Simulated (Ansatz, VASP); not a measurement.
# BN: VASP beside Ansatz

```
CELL_PARAMETERS angstrom
2.51223 0.00000 0.00000
-1.25611 2.17565 0.00000
0.00000 0.00000 8.56974
ATOMIC_POSITIONS crystal
B 0.33333 0.66667 0.00000
B 0.66667 0.33333 0.50000
N 0.66667 0.33333 0.00000
N 0.33333 0.66667 0.50000
```

Alike in both runs: functional PBE; k mesh 12 × 12 × 4; no spin polarisation.

Ansatz relaxed the structure, and its values are those at the end. VASP's run is a single point on that final structure, the one shown.

```csv
,VASP,Ansatz
version,VASP 6.6.1,Ansatz 0.2.0
potentials or method,"VASP PAW PBE potentials, release 64 (B, N)","scalar-relativistic, plane waves, PAW"
plane-wave cutoff (eV),520,560
occupations,"gaussian, width 0.01 eV",fixed
valence electrons in the cell,16,16
```

```tsv
	VASP	Ansatz	Ansatz less VASP
gap on the k mesh at the Fermi level (eV)	4.34	4.35	+0.003
least direct gap on the mesh (eV)	4.66	4.66	+0.003
pressure (GPa)	0.0	0.0	-0.03
```

Caveats: this functional lacks dispersion, which binds the layers, so the pressure and a relaxed spacing across them are unreliable. A k mesh can miss the band edges.
